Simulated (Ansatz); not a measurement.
**ZnS, one cell by several methods**

```yaml
crystal:
  lattice:
    - [3.73320, 0.00000, 0.00000]
    - [-1.86660, 3.23305, 0.00000]
    - [0.00000, 0.00000, 6.10674]
  atoms:
    - { symbol: Zn, position: [0.33333, 0.66667, 0.00000] }
    - { symbol: Zn, position: [0.66667, 0.33333, 0.50000] }
    - { symbol: S, position: [0.33333, 0.66667, 0.38500] }
    - { symbol: S, position: [0.66667, 0.33333, 0.88500] }
```

Atom numbers follow the list: Zn1, Zn2, S3, S4.

The cell is COD entry 9008878, as deposited and not checked against the literature; nothing was relaxed. It differs from other determinations. The listed cell was then made from it by scaling, straining or moving an atom.

All numbers are computed: DFT, PBEsol, PAW with Ansatz's default frozen-core files, scalar-relativistic (Ansatz 0.2.0); DFT, PBEsol, all-electron PAW with datasets made for the crystal, scalar-relativistic (Ansatz 0.2.0); DFT, PBEsol, all-electron LAPW, scalar-relativistic (Ansatz 0.2.0).

For PAW: a Γ-centred 8×8×5 k mesh, Fermi–Dirac smearing of 0.03 eV, cutoff 420 eV, no spin polarisation; the PAW files were made with PBE, and the program remakes their frozen cores for this functional. The crystal-made all-electron datasets (AE datasets) take a cutoff of 300 eV at this cell. LAPW targets a basis error of 1 meV/atom. The Ansatz runs share mesh, smearing and spin set-up. Plane-wave (PAW) pressures include the program's estimate of the Pulay term.

Stress and pressure are positive in compression.

The change that made this cell: volume scaled by 0.94.

| quantity | PAW | AE datasets | LAPW |
| --- | --- | --- | --- |
| pressure (GPa) | 3.88 | 3.88 | 3.88 |
| stress xx (GPa) | 4.82 | 4.82 | 4.82 |
| stress zz (GPa) | 2.00 | 2.00 | 2.00 |
| force on Zn1, z (eV/Å) | 0.386 | 0.386 | 0.386 |
| force on S3, z (eV/Å) | -0.386 | -0.386 | -0.386 |
| band gap (eV) | 2.397 | 2.401 | 2.401 |

PAW's pressure differs from the LAPW value by about 0.01 GPa or less. Datasets made for the crystal and LAPW share parts of one code, so their agreement isn't an independent check.
